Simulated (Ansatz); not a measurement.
Rutile GeO2

Level of theory: PBE-D4 (Ansatz, a program for electronic structure, plane waves, PAW).

Numerical settings: plane-wave cutoff 500 eV, 8×8×10 k mesh (along the axes of the cell as run), gaussian smearing 0.02 eV, scalar-relativistic PAW data made under PBE.

Cell: relaxed at this level.

volume per atom: 9.55 Å³/atom
lattice constant a: 4.448 Å
lattice parameter c: 2.898 Å
band gap: 1.44 eV (on the SCF k mesh)

Measured, for comparison: band gap 4.68 eV (temperature not stated, not corrected to a static lattice, direct (forbidden), UV absorption; as tabulated in Mengle et al. (2019), arXiv:1905.10301); lattice constant a 4.397 Å (temperature not stated, not corrected to a static lattice; as tabulated in Saito and Ono (2011), arXiv:1008.4998); lattice parameter c 2.862 Å (room temperature, not corrected to a static lattice; as tabulated in Hiroi (2015), arXiv:1503.02262). Computed (rounded) less measured: lattice constant a +1.2 %, lattice parameter c +1.3 %.

Spin–orbit coupling is not included.

Computing time: about 80 core-seconds (a rough figure).
